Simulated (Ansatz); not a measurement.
# Rh (Fm-3m) in Ansatz: equation of state

Aim: energy against volume of Rh in PBE, for its equilibrium volume and stiffness.

Program: Ansatz 0.2.0. These are calculated values, not measurements. Logs are shortened: lines on timing, memory, paths and dates and some standing lists are left out, and cuts for length are marked.

**Measured values to compare with.**

From “Thermal equation of state of rhodium characterized by XRD in a resistively heated diamond anvil cell”, 2024, pmc:11535440, for a bulk crystal of Rh: bulk modulus 264 ± 1 GPa.

How close the calculation comes is told below.

## 1. The structure

The structure is cubic, space group Fm-3m (No. 225). The conventional cell has a = 3.796 Å, b = 3.796 Å, c = 3.796 Å, α = 90.00°, β = 90.00°, γ = 90.00°. Rh (site symmetry m-3m) has 12 Rh at 2.68 Å as nearest neighbours.

## 2. Single point, PBE, 12.85 Å³/atom (volume scaled by 0.94)

input.yaml

```yaml
crystal:
  lattice:
    - [0.0, 1.8591074964, 1.8591074964]
    - [1.8591074964, 0.0, 1.8591074964]
    - [1.8591074964, 1.8591074964, 0.0]
  atoms:
    - { symbol: Rh, position: [0.0, 0.0, 0.0] }
hamiltonian:
  xc: pbe
  pseudopotentials: { kind: paw }
kpoints:
  mp_grid: { grid: [12, 12, 12] }
scf:
  occupations: { method: fermi_dirac, width: 0.05 }
output:
  forces: true
  stress: true
  eigenvalues: true
```

Potentials or basis: Ansatz PAW.

On the command line:

```sh
> ansatz run input.yaml --threads 1 --pin off --max-ram 2560MiB --backend cpu --events-out ev --progress --plain --runs-dir out
```

Output:

```text
Warning: RAYON_NUM_THREADS=1 ignored (pool sized by the plan → 1); use --threads N
Engine: ansatz 0.2.0, aarch64-unknown-linux-gnu
Pseudopotentials: kind: paw
Pseudopotential: Rh, paw, valence charge 17, recommended cutoff 420 eV (normal), Rh.paw.azcp
Functional definition: PBE
  parameter kappa = 0.804
  parameter beta = 0.06672455060314922
  exchange = pbe_x(kappa = kappa, mu = beta*pi^2/3)
  correlation = pbe_c(beta = beta)
Crystal: 1 atoms, lattice volume = 12.851 Å³
Basis set: ecut = 420 eV, 259 PW (Γ), exchange–correlation on 36×36×36 points (8 copies of the dense FFT grid, shifted against one another)
Bands: 13, of which v1, the nominal top of the filled ones, is band 9 counted from 1 (8 counted from 0)
Symmetry: 48 space group operations
Space group: Fm-3m (ITA 225), of the structure as read, at distance tolerance 2.3e-5 Å
k-points: 72 of 1728
Non-local potential: Rh, projectors of the file, l = 0: 3, l = 1: 2, l = 2: 2, l = 3: 1
PAW form: soft (Blöchl's): semilocal exchange-correlation on the pseudo side does not see the compensation charge
PAW one-centre angular grid: Rh, 590 points (default); XC on 64 Gauss nodes
Initial density: superposition of atomic densities (neutral atoms: chi_scale 0, normalization atom), corrected by the library's trained network
Initial wavefunctions: pseudopotential atomic-orbital guess
Functional: x = pbe(κ = 0.804, μ = 0.2195149727645171), c = pbe(β = 0.06672455060314922)
SCF iter   1: F=—  HF=-6402.798970 eV  |F-HF|=—  |Δ(HF+E_count)|=         —  Δρ=3.22e-3  dr2=2.35e-4  ethr=1.77e-3  ⟨swp⟩=5.2  Hψ=5220  notcnv=0
preconditioner: auto → none  [insulator: Δε(μ)=0.133 eV  Ē_g=14.749 eV  σ=0.050 eV  W_gap=0.54  n_scr=0 (ndim 8)  ℏωp=31.1 eV  f_vac=0.000  D(μ)=0.85/eV (n_scr^D=14)  ε∞_Penn≈5.4]
SCF iter   2: F=—  HF=-6402.799250 eV  |F-HF|=—  |Δ(HF+E_count)|=   2.80e-4  Δρ=1.62e-3  dr2=5.68e-5  ethr=1.38e-6  ⟨swp⟩=2.7  Hψ=2128  notcnv=0
SCF iter   3: F=—  HF=-6402.799348 eV  |F-HF|=—  |Δ(HF+E_count)|=   9.88e-5  Δρ=2.09e-4  dr2=4.17e-6  ethr=3.34e-7  ⟨swp⟩=2.0  Hψ=1269  notcnv=0
SCF iter   4: F=—  HF=-6402.799347 eV  |F-HF|=—  |Δ(HF+E_count)|=   1.06e-6  Δρ=8.08e-5  dr2=1.71e-7  ethr=2.46e-8  ⟨swp⟩=2.4  Hψ=1300  notcnv=0
iter 5 did not close the SCF: its close was put off for the readings that it lacked (scf_convergence_deferred on its scf_iter line)
SCF iter   5: F=-6402.799347 eV  HF=-6402.799347 eV  |F-HF|=3.11e-9  |Δ(HF+E_count)|=   8.03e-8  Δρ=2.26e-5  dr2=2.03e-8  ethr=1.01e-9  ⟨swp⟩=1.3  Hψ=1048  notcnv=0
SCF iter   6: F=-6402.799347 eV  HF=-6402.799347 eV  |F-HF|=1.92e-10  |Δ(HF+E_count)|=   7.68e-9  Δρ=2.61e-6  dr2=3.75e-10  ethr=1.19e-10  ⟨swp⟩=2.0  Hψ=3063  notcnv=0
SCF 1 converged in 6 iterations: F = -6402.799347 eV  dr2 = 3.75e-10
SCF converged after 6 iterations
Free energy (F): -6402.799347 eV
Harris-Foulkes:  -6402.799347 eV  (|F-HF|=1.92e-10)
Internal energy: -6402.791963 eV  (E = F + TS)
E sigma→0 (E₀):  -6402.795655 eV
Entropy (-TS):   -0.007385 eV (-7.385 meV/atom)
Fermi energy:    24.419253 eV
--- Per-component energies (eV) ---
  E_band       = -55.802165
  E_kinetic    = 576.058923
  E_local      = -1480.104644  (includes V_loc(G=0)·N_el)
  E_nonlocal   = 354.473766
  E_hartree    = 522.497584
  E_xc         = -223.035280
  E_vxc        = -280.129871  (∫ρ·V_xc dr)
  E_paw        = -3586.950389  (= ΣΔE_a)
  E_vpaw       = -271.096973  (= ΣTr[D̂ρ^β])
  E_aug_tail   = 0.000866  (compensation charges beyond the density's cutoff)
  E_ewald      = -2565.732790
  E_smearing   = -0.007385  (= −TS)
  E_closure    = 0.000000  (closes the sum)
  Σ components = -6402.799347   (vs F -6402.799347, Δ=0.00e0)
--- Forces (eV/Å), atoms counted from 1 ---
  atom   1  Rh    -0.00000000    -0.00000000    -0.00000000
  max |Σ_I F_I| component: 5.75e-32 eV/Å
--- Stress (GPa, compression-positive) ---
       28.578068      -0.000000      -0.000000
       -0.000000      28.578068      -0.000000
        0.000000       0.000000      28.578068
  P = ⅓ Tr σ = 28.5781 GPa (285.781 kbar)
--- Band table (eV; the first three rows and the last of 72) ---
  k-point 0: bands = ["-54.7182", "-22.0875", "-22.0875", "-22.0875", "15.9350", "20.9688", "20.9688", "20.9688", "23.2872", "23.2872", "40.1096", "45.8040", "45.8040"]
  k-point 1: bands = ["-54.7082", "-22.1517", "-22.0960", "-22.0960", "16.2304", "20.8367", "21.0856", "21.0856", "23.2221", "23.2221", "40.5515", "44.4911", "46.2512"]
  k-point 2: bands = ["-54.6806", "-22.3254", "-22.1193", "-22.1193", "17.0046", "20.6090", "21.3216", "21.3216", "23.1651", "23.1651", "41.5639", "42.1949", "47.5073"]
  k-point 71: bands = ["-54.5167", "-22.6940", "-22.6940", "-22.4353", "18.8236", "20.1929", "20.1929", "23.0307", "25.5072", "34.5438", "34.5438", "36.2827", "37.7096"]
```

Wall time 0.93 s (1 thread of Arm Neoverse V1, shared host); peak memory 0.25 GiB.

What came out:

```
Free energy            : -6402.7993 eV
Pressure               : 28.6 GPa
Band gap on the k mesh : none (metal or under the smearing width)
```

## 3. Single point, PBE, 13.12 Å³/atom (volume scaled by 0.96)

input.yaml

```yaml
crystal:
  lattice:
    - [0.0, 1.8722002341, 1.8722002341]
    - [1.8722002341, 0.0, 1.8722002341]
    - [1.8722002341, 1.8722002341, 0.0]
  atoms:
    - { symbol: Rh, position: [0.0, 0.0, 0.0] }
hamiltonian:
  xc: pbe
  pseudopotentials: { kind: paw }
kpoints:
  mp_grid: { grid: [12, 12, 12] }
scf:
  occupations: { method: fermi_dirac, width: 0.05 }
output:
  forces: true
  stress: true
  eigenvalues: true
  write_density: true
  write_potential: true
  elf: true
  volumetric_format: npy
```

Potentials or basis: Ansatz PAW.

On the command line:

```sh
> ansatz run input.yaml --threads 1 --pin off --max-ram 2560MiB --backend cpu --events-out ev --progress --plain --runs-dir out
```

It took 1.2 s on 1 thread of Arm Neoverse V1, shared host; peak memory 0.26 GiB.

It converged, with:

```yaml
Free_energy: -6402.8412 eV
Pressure: 20.6 GPa
Band_gap_on_the_k_mesh: none (metal or under the smearing width)
```

## 4. Single point, PBE, 13.40 Å³/atom (volume scaled by 0.98)

Changes to input.yaml since step 3:

```diff
@@ -2,5 +2,5 @@
   lattice:
-    - [0.0, 1.8722002341, 1.8722002341]
-    - [1.8722002341, 0.0, 1.8722002341]
-    - [1.8722002341, 1.8722002341, 0.0]
+    - [0.0, 1.8851123679, 1.8851123679]
+    - [1.8851123679, 0.0, 1.8851123679]
+    - [1.8851123679, 1.8851123679, 0.0]
   atoms:
```

On the command line:

```sh
> ansatz run input.yaml --threads 1 --pin off --max-ram 2560MiB --backend cpu --events-out ev --progress --plain --runs-dir out
```

Run time: 1.3 s. Hardware: 1 thread of Arm Neoverse V1, shared host; peak memory 0.26 GiB.

The run converged. Its results:

* Free energy: -6402.8702 eV
* Pressure: 13.5 GPa
* Band gap on the k mesh: none (metal or under the smearing width)

## 5. Single point, PBE, 13.67 Å³/atom

input.yaml

```yaml
crystal:
  lattice:
    - [0.0, 1.89785, 1.89785]
    - [1.89785, 0.0, 1.89785]
    - [1.89785, 1.89785, 0.0]
  atoms:
    - { symbol: Rh, position: [0.0, 0.0, 0.0] }
hamiltonian:
  xc: pbe
  pseudopotentials: { kind: paw }
kpoints:
  mp_grid: { grid: [12, 12, 12] }
scf:
  occupations: { method: fermi_dirac, width: 0.05 }
output:
  forces: true
  stress: true
  eigenvalues: true
```

On the command line:

```sh
> ansatz run input.yaml --threads 1 --pin off --max-ram 2560MiB --backend cpu --events-out ev --progress --plain --runs-dir out
```

Wall time 0.95 s (1 thread of Arm Neoverse V1, shared host); peak memory 0.25 GiB.

It converged, with:

| Item | Value |
| --- | --- |
| Free energy | -6402.8879 eV |
| Pressure | 7.3 GPa |
| Band gap on the k mesh | none (metal or under the smearing width) |

## 6. Single point, PBE, 13.94 Å³/atom (volume scaled by 1.02)

Changes to input.yaml since step 5:

```diff
@@ -2,5 +2,5 @@
   lattice:
-    - [0.0, 1.89785, 1.89785]
-    - [1.89785, 0.0, 1.89785]
-    - [1.89785, 1.89785, 0.0]
+    - [0.0, 1.9104189093, 1.9104189093]
+    - [1.9104189093, 0.0, 1.9104189093]
+    - [1.9104189093, 1.9104189093, 0.0]
   atoms:
```

Potentials or basis: Ansatz PAW.

On the command line:

```sh
> ansatz run input.yaml --threads 1 --pin off --max-ram 2560MiB --backend cpu --events-out ev --progress --plain --runs-dir out
```

It took 0.94 s on 1 thread of Arm Neoverse V1, shared host; peak memory 0.25 GiB.

It converged, with:

```yaml
Free_energy: -6402.8955 eV
Pressure: 1.7 GPa
Band_gap_on_the_k_mesh: none (metal or under the smearing width)
```

## 7. Single point, PBE, 14.22 Å³/atom (volume scaled by 1.04)

Changes to input.yaml since step 6:

```diff
@@ -2,5 +2,5 @@
   lattice:
-    - [0.0, 1.9104189093, 1.9104189093]
-    - [1.9104189093, 0.0, 1.9104189093]
-    - [1.9104189093, 1.9104189093, 0.0]
+    - [0.0, 1.9228245745, 1.9228245745]
+    - [1.9228245745, 0.0, 1.9228245745]
+    - [1.9228245745, 1.9228245745, 0.0]
   atoms:
```

On the command line:

```sh
> ansatz run input.yaml --threads 1 --pin off --max-ram 2560MiB --backend cpu --events-out ev --progress --plain --runs-dir out
```

It took 0.96 s on 1 thread of Arm Neoverse V1, shared host; peak memory 0.25 GiB.

It converged, with:

```yaml
Free_energy: -6402.8941 eV
Pressure: -3.2 GPa
Band_gap_on_the_k_mesh: none (metal or under the smearing width)
```

## 8. Single point, PBE, 14.49 Å³/atom (volume scaled by 1.06)

Changes to input.yaml since step 7:

```diff
@@ -2,5 +2,5 @@
   lattice:
-    - [0.0, 1.9228245745, 1.9228245745]
-    - [1.9228245745, 0.0, 1.9228245745]
-    - [1.9228245745, 1.9228245745, 0.0]
+    - [0.0, 1.935072195, 1.935072195]
+    - [1.935072195, 0.0, 1.935072195]
+    - [1.935072195, 1.935072195, 0.0]
   atoms:
```

On the command line:

```sh
> ansatz run input.yaml --threads 1 --pin off --max-ram 2560MiB --backend cpu --events-out ev --progress --plain --runs-dir out
```

Wall time 0.97 s (1 thread of Arm Neoverse V1, shared host); peak memory 0.25 GiB.

Results (log left out):

```
Free energy            : -6402.8848 eV
Pressure               : -7.6 GPa
Band gap on the k mesh : none (metal or under the smearing width)
```

## 9. Equation of state, PBE

Potentials or basis: Ansatz PAW.

No new run: the results of the series are fitted here.

Results:

* Equilibrium volume: 14.04 Å³/atom
* Bulk modulus: 258 GPa
* Pressure derivative of the bulk modulus: 5.1

Energy against volume, from the lowest point:
```
volume (Å³/atom)  energy (meV/atom)
          12.851              96.12
          13.125              54.29
          13.398              25.24
          13.671               7.60
          13.945               0.00
          14.218               1.36
          14.492              10.65
```

PBE usually gives volumes a little too large and moduli too small.

## 10. Against experiment

Step 9. Against the measured bulk modulus of Rh, 264 GPa (quoted in “Thermal equation of state of rhodium characterized by XRD in a resistively heated diamond anvil cell”, 2024, pmc:11535440), the calculated 258 GPa is off by -2.2 %. The fit is for a static lattice scaled at fixed shape and fixed fractional positions.
